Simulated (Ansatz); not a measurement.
# LiF (Griceite) (Fm-3m) in Ansatz: reference runs

Aim: a first look at LiF (Griceite) with PBE, on the cell as given and on a disturbed one.

Everything below comes from runs of Ansatz 0.2.0. Logs are shortened: lines on timing, memory, paths and dates and some standing lists are left out, and cuts for length are marked.

### 1 The crystal as given

It takes space group Fm-3m (No. 225, cubic). Conventional cell: a = 4.028 Å, b = 4.028 Å, c = 4.028 Å, α = 90.00°, β = 90.00°, γ = 90.00°. Around F (site symmetry m-3m) lie 6 Li at 2.01 Å. Around Li (site symmetry m-3m) lie 6 F at 2.01 Å.

### 2 Single point, PBE

input.yaml

```yaml
crystal:
  lattice:
    - [0.0, 2.014, 2.014]
    - [2.014, 0.0, 2.014]
    - [2.014, 2.014, 0.0]
  atoms:
    - { symbol: F, position: [0.5, 0.5, 0.5] }
    - { symbol: Li, position: [0.0, 0.0, 0.0] }
hamiltonian:
  xc: pbe
  pseudopotentials: { kind: paw }
kpoints:
  mp_grid: { grid: [11, 11, 11] }
scf:
  occupations: { method: fermi_dirac, width: 0.05 }
output:
  forces: true
  stress: true
  eigenvalues: true
```

Potentials or basis: Ansatz PAW.

On the command line:

```sh
> ansatz run input.yaml --threads 1 --pin off --max-ram 2560MiB --backend cpu --events-out ev --progress --plain --runs-dir out
```

Output:

```text
Warning: RAYON_NUM_THREADS=1 ignored (pool sized by the plan → 1); use --threads N
Engine: ansatz 0.2.0, x86_64-unknown-linux-gnu
Pseudopotentials: kind: paw
Pseudopotential: F, paw, valence charge 7, recommended cutoff 420 eV (normal), F.paw.azcp
Pseudopotential: Li, paw, valence charge 3, recommended cutoff 420 eV (normal), Li.paw.azcp
Functional definition: PBE
  parameter kappa = 0.804
  parameter beta = 0.06672455060314922
  exchange = pbe_x(kappa = kappa, mu = beta*pi^2/3)
  correlation = pbe_c(beta = beta)
Crystal: 2 atoms, lattice volume = 16.338 Å³
Basis set: ecut = 420 eV, 331 PW (Γ), exchange–correlation on 40×40×40 points (8 copies of the dense FFT grid, shifted against one another)
Bands: 9, of which v1, the nominal top of the filled ones, is band 5 counted from 1 (4 counted from 0)
Symmetry: 48 space group operations
Space group: Fm-3m (ITA 225), of the structure as read, at distance tolerance 2.5e-5 Å
k-points: 56 of 1331
Non-local potential: F, projectors of the file, l = 0: 2, l = 1: 2, l = 2: 1
Non-local potential: Li, projectors of the file, l = 0: 3, l = 1: 2, l = 2: 1
PAW form: soft (Blöchl's): semilocal exchange-correlation on the pseudo side does not see the compensation charge
PAW one-centre angular grid: F, 110 points (default); XC on 64 Gauss nodes
PAW one-centre angular grid: Li, 110 points (default); XC on 64 Gauss nodes
Initial density: superposition of atomic densities (neutral atoms: chi_scale 0, normalization atom), corrected by the library's trained network
Initial wavefunctions: pseudopotential atomic-orbital guess
Functional: x = pbe(κ = 0.804, μ = 0.2195149727645171), c = pbe(β = 0.06672455060314922)
SCF iter   1: F=—  HF=-1016.167552 eV  |F-HF|=—  |Δ(HF+E_count)|=         —  Δρ=5.66e-4  dr2=1.28e-5  ethr=1.77e-3  ⟨swp⟩=5.3  Hψ=3107  notcnv=0
preconditioner: auto → none  [insulator: Δε(μ)=9.078 eV  Ē_g=22.682 eV  σ=0.050 eV  W_gap=1.00  n_scr=0 (ndim 8)  ℏωp=26.0 eV  f_vac=0.000  D(μ)=0.00/eV (n_scr^D=0)  ε∞_Penn≈2.3]
SCF iter   2: F=—  HF=-1016.167573 eV  |F-HF|=—  |Δ(HF+E_count)|=   2.12e-5  Δρ=7.48e-4  dr2=5.46e-5  ethr=1.28e-7  ⟨swp⟩=2.0  Hψ=1176  notcnv=0
SCF iter   3: F=—  HF=-1016.167573 eV  |F-HF|=—  |Δ(HF+E_count)|=   1.23e-7  Δρ=3.69e-4  dr2=1.21e-5  ethr=1.28e-7  ⟨swp⟩=2.4  Hψ=681  notcnv=0
SCF iter   4: F=—  HF=-1016.167597 eV  |F-HF|=—  |Δ(HF+E_count)|=   2.43e-5  Δρ=2.20e-4  dr2=4.88e-6  ethr=1.21e-7  ⟨swp⟩=2.0  Hψ=724  notcnv=0
SCF iter   5: F=—  HF=-1016.167597 eV  |F-HF|=—  |Δ(HF+E_count)|=   2.56e-7  Δρ=1.34e-4  dr2=1.92e-6  ethr=4.88e-8  ⟨swp⟩=1.0  Hψ=504  notcnv=0
SCF iter   6: F=—  HF=-1016.167597 eV  |F-HF|=—  |Δ(HF+E_count)|=   4.24e-7  Δρ=5.48e-5  dr2=3.25e-7  ethr=1.92e-8  ⟨swp⟩=1.7  Hψ=606  notcnv=0
SCF iter   7: F=-1016.167597 eV  HF=-1016.167597 eV  |F-HF|=8.49e-9  |Δ(HF+E_count)|=   9.59e-8  Δρ=9.52e-6  dr2=9.93e-9  ethr=1.00e-9  ⟨swp⟩=2.1  Hψ=1710  notcnv=0
SCF 1 converged in 7 iterations: F = -1016.167597 eV  dr2 = 9.93e-9
SCF converged after 7 iterations
Free energy (F): -1016.167597 eV
Harris-Foulkes:  -1016.167597 eV  (|F-HF|=8.49e-9)
Internal energy: -1016.167597 eV  (E = F + TS)
E sigma→0 (E₀):  -1016.167597 eV
Fermi energy:    5.643727 eV
--- Per-component energies (eV) ---
  E_band       = -117.692455
  E_kinetic    = 230.619073
  E_local      = -640.970943  (includes V_loc(G=0)·N_el)
  E_nonlocal   = 40.381341
  E_hartree    = 224.577591
  E_xc         = -91.833796
  E_vxc        = -117.800708  (∫ρ·V_xc dr)
  E_paw        = -221.813393  (= ΣΔE_a)
  E_vpaw       = -79.075874  (= ΣTr[D̂ρ^β])
  E_aug_tail   = 0.002217  (compensation charges beyond the density's cutoff)
  E_ewald      = -557.129686
  E_smearing   = -0.000000  (= −TS)
  E_closure    = -0.000000  (closes the sum)
  Σ components = -1016.167597   (vs F -1016.167597, Δ=0.00e0)
--- Forces (eV/Å), atoms counted from 1 ---
  atom   1  F      0.00000000    -0.00000000     0.00000000
  atom   2  Li    -0.00000000     0.00000000     0.00000000
  max |Σ_I F_I| component: 3.64e-29 eV/Å
--- Stress (GPa, compression-positive) ---
        2.121629       0.000000       0.000000
        0.000000       2.121629       0.000000
        0.000000       0.000000       2.121629
  P = ⅓ Tr σ = 2.1216 GPa (21.216 kbar)
--- Band table (eV; the first three rows and the last of 56) ---
  k-point 0: bands = ["-39.8902", "-18.9695", "0.9980", "0.9980", "0.9980", "10.0871", "24.9531", "24.9531", "24.9531"]
  k-point 1: bands = ["-39.8856", "-18.9375", "0.7580", "0.9791", "0.9791", "10.3325", "22.5529", "23.8482", "23.8482"]
  k-point 2: bands = ["-39.8732", "-18.8498", "0.1616", "0.9293", "0.9293", "10.9094", "20.2078", "22.4845", "22.4845"]
  k-point 55: bands = ["-39.8165", "-18.3088", "-1.1821", "-0.9281", "0.2301", "15.8354", "16.0176", "18.7456", "20.2687"]
```

It took 0.63 s on 1 thread of AMD EPYC 7B13 (Zen 3), shared host; peak memory 0.32 GiB.

What came out:

| Property | Result |
| --- | --- |
| Free energy | -1016.1676 eV |
| Pressure | 2.1 GPa |
| Band gap on the k mesh | 9.09 eV, direct |

Levels at points of the mesh, in eV from the valence-band top:
| k point | band 3 | band 4 | band 5 | band 6 | band 7 | band 8 |
| --- | --- | --- | --- | --- | --- | --- |
| (0.00, 0.00, 0.00) | 0.00 | 0.00 | 0.00 | 9.09 | 23.96 | 23.96 |

Caveat: odd divisions of the mesh miss points on the zone boundary, where band edges often lie, so the gap on the mesh can be too wide; the pressure holds a Pulay correction of +0.7 GPa for the finite cutoff. A k mesh can miss the band edges.

### 3 Single point, PBE (atoms moved at random, drawn with an rms of 0.05 Å)

Edit input.yaml of step 2 so:

```diff
@@ -6,4 +6,4 @@
   atoms:
-    - { symbol: F, position: [0.5, 0.5, 0.5] }
-    - { symbol: Li, position: [0.0, 0.0, 0.0] }
+    - { symbol: F, position: [0.514686, 0.479864, 0.520212] }
+    - { symbol: Li, position: [0.010177, -0.000653, 0.010596] }
 hamiltonian:
```

Potentials or basis: Ansatz PAW.

On the command line:

```sh
> ansatz run input.yaml --threads 1 --pin off --max-ram 2560MiB --backend cpu --events-out ev --progress --plain --runs-dir out
```

Run time: 6.7 s. Hardware: 1 thread of AMD EPYC 7B13 (Zen 3), shared host; peak memory 0.48 GiB.

The run converged. Its results:

| Quantity | Value |
| --- | --- |
| Free energy | -1016.1659 eV |
| Pressure | 2.2 GPa |
| Largest force | 0.073 eV/Å |
| Band gap on the k mesh | 9.08 eV, direct |

Forces on the atoms (eV/Å):
```
F    0.031 -0.045  0.048
Li  -0.031  0.045 -0.048
```

Levels at points of the mesh, in eV from the valence-band top:
| k point | band 1 | band 2 | band 3 | band 4 | band 5 | band 6 | band 7 | band 8 | band 9 |
| --- | --- | --- | --- | --- | --- | --- | --- | --- | --- |
| (0.00, 0.00, 0.00) | -40.89 | -19.97 | 0.00 | 0.00 | 0.00 | 9.08 | 23.77 | 23.86 | 23.92 |

Caveat: odd divisions of the mesh miss points on the zone boundary, where band edges often lie, so the gap on the mesh can be too wide; the pressure holds a Pulay correction of +0.7 GPa for the finite cutoff.
